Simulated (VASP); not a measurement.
A run of VASP 6.6.1 is set up as follows.

Contents of INCAR:

```
SYSTEM = AgBr
PREC = Accurate ; ENCUT = 520
EDIFF = 1E-6 ; ISMEAR = -1
SIGMA = 0.05 ; LREAL = .False.
LASPH = .True. ; NELM = 100
ALGO = Normal ; ISIF = 2
LWAVE = .False. ; LCHARG = .True.
GGA = PE ; LELF = .True.
LVHAR = .True. ; NBANDS = 16
```

Contents of KPOINTS:

```
Automatic mesh
0
Gamma
  8 8 8
  0 0 0
```

POSCAR

```
AgBr
1.0
    0.0000000000      2.8313594341      2.8313594341
    2.8313594341      0.0000000000      2.8313594341
    2.8313594341      2.8313594341      0.0000000000
Ag Br
1 1
Direct
    0.0000000000      0.0000000000      0.0000000000
    0.5000000000      0.5000000000      0.5000000000
```

Potentials or basis: VASP PAW PBE potentials, release 64 (Ag, Br).

Command:

```bash
$ cat potpaw_PBE.64/Ag/POTCAR potpaw_PBE.64/Br/POTCAR > POTCAR
$ mpirun -np 1 vasp_std > vasp.out
```

**Question.** What does it give for the pressure?

**Answer.** 4.6 GPa.

**Question.** Predict the band gap on the k mesh.

**Answer.** 0.67 eV, indirect (least direct gap 2.75 eV).

A k mesh can miss the band edges.
